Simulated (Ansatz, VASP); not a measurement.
W: VASP beside Ansatz

```
W
1.0
     2.67267    0.00000    0.00000
     0.00000    2.67267    0.00000
     0.00000    0.00000    2.67267
W
1
Direct
  0.00000 0.00000 0.00000
```

Alike in both runs: task single point; functional BLYP; k mesh 13 × 13 × 13; occupations fermi-dirac, width 0.1 eV; no spin polarisation.

|  | VASP | Ansatz |
| --- | --- | --- |
| version | VASP 6.6.1 | Ansatz 0.2.0 |
| potentials or method | VASP PAW PBE potentials, release 64 (W_sv) | plane waves (420 eV) with PAW, scalar-relativistic |
| plane-wave cutoff (eV) | 520 | 420 |
| valence electrons in the cell | 14 | 14 |

VASP gave:

- pressure (GPa): 0.7

Problem. Which values does Ansatz return?

Solution. Pressure (GPa): -0.4.

Caveats: the PAW data sets were made with another functional, which shifts forces and pressure a little (VASP). Spin-orbit coupling is left out, which matters for the levels of W.
